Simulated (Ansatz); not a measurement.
# InP: the cost of one run

Program: Ansatz 0.2.0. Level of theory: DFT PBE, scalar-relativistic, plane waves, PAW. These are calculated values, not measurements.

## Step 1: The structure to begin with

Symmetry: P4_2/mnm, No. 136, tetragonal system. Conventional cell: a = 6.870 Å, b = 6.870 Å, c = 4.057 Å, α = 90.00°, β = 90.00°, γ = 90.00°. In (site symmetry m2m) is surrounded by 4 P at 2.42 to 2.51 Å. P (site symmetry m2m) is surrounded by 4 In at 2.42 to 2.51 Å.

As a file:

```cif
data_structure
_symmetry_space_group_name_H-M 'P 1'
_symmetry_Int_Tables_number 1
_cell_length_a 6.8695
_cell_length_b 6.8695
_cell_length_c 4.0573
_cell_angle_alpha 90.000
_cell_angle_beta 90.000
_cell_angle_gamma 90.000
_cell_volume 191.46
loop_
_atom_site_label
_atom_site_type_symbol
_atom_site_fract_x
_atom_site_fract_y
_atom_site_fract_z
_atom_site_occupancy
In1 In 0.68236 0.68236 0.00000 1
In2 In 0.81764 0.18236 0.50000 1
In3 In 0.31764 0.31764 0.00000 1
In4 In 0.18236 0.81764 0.50000 1
P1 P 0.81764 0.81764 0.50000 1
P2 P 0.68236 0.31764 0.00000 1
P3 P 0.18236 0.18236 0.50000 1
P4 P 0.31764 0.68236 0.00000 1
```

The cell is invented: 4-connected net, two elements alternating (P4_2/mnm, No. 136). Its size is a rough estimate.

## Step 2: Probe: one point on a coarse mesh

The input, input.yaml:

```yaml
crystal:
  lattice:
    - [6.86951554, 0.0, 0.0]
    - [0.0, 6.86951554, 0.0]
    - [0.0, 0.0, 4.05726282]
  atoms:
    - { symbol: In, position: [0.68236281, 0.68236281, 0.0] }
    - { symbol: In, position: [0.81763719, 0.18236281, 0.5] }
    - { symbol: In, position: [0.31763719, 0.31763719, 0.0] }
    - { symbol: In, position: [0.18236281, 0.81763719, 0.5] }
    - { symbol: P, position: [0.81763719, 0.81763719, 0.5] }
    - { symbol: P, position: [0.68236281, 0.31763719, 0.0] }
    - { symbol: P, position: [0.18236281, 0.18236281, 0.5] }
    - { symbol: P, position: [0.31763719, 0.68236281, 0.0] }
basis:
  ecutwfc: 420
kpoints:
  mp_grid: { grid: [4, 4, 4] }
hamiltonian:
  xc: pbe
scf:
  occupations: { method: gaussian, width: 0.1 }
  lower_state_search: "off"
output:
  forces: true
  stress: true
  eigenvalues: true
```

Command:

```sh
$ ansatz run input.yaml --threads 1 --pin off --max-ram 2560MiB --backend cpu --events-out ev --progress --plain --runs-dir out
```

What time and memory should one allow on 1 thread of Intel Xeon 6975P-C (Granite Rapids), shared host?

About 5.2 s, with a peak of 0.51 GiB.
